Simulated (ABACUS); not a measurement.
Crystal: Au.

```
Au
1.0
    -2.03500    0.00000    2.03500
     0.00000    2.03500    2.03500
    -2.03500    2.03500    0.00000
Au
1
Cartesian
  0.0000 0.0000 0.0000
```

- Program: ABACUS 3.10.1
- Task: relaxation of cell and atoms
- Functional: LDA-PW92
- Potentials or basis: PseudoDojo NC SR 0.4.1 LDA stringent
- Cutoff: 1034 eV
- Density cutoff: 4136 eV
- Basis: plane waves
- k mesh: 9 × 9 × 9
- Occupations: fermi-dirac, width 0.05 eV
- Spin: no spin polarisation

At the start: pressure -3.5 GPa; volume 16.85 Å³/atom.

Question: How do energy, volume and symmetry change on relaxing?

Answer: Over 3 steps the energy falls by 3.6 meV/atom and the volume is 16.54 Å³/atom (-1.9 %); space group Fm-3m (No. 225, to 0.05 Å).

Step by step:
| step | energy change (eV) | largest force (eV/Å) | pressure (GPa) | volume (Å³) |
| --- | --- | --- | --- | --- |
| 1 | 0.0000 | 0.0000 | -3.51 | 16.85 |
| 2 | 0.0108 | 0.0000 | 8.05 | 15.94 |
| 3 | -0.0036 | 0.0000 | -0.08 | 16.54 |

Final structure:
```
CELL_PARAMETERS angstrom
-2.02230 0.00000 2.02230
0.00000 2.02230 2.02230
-2.02230 2.02230 0.00000
ATOMIC_POSITIONS crystal
Au 0.00000 0.00000 0.00000
```
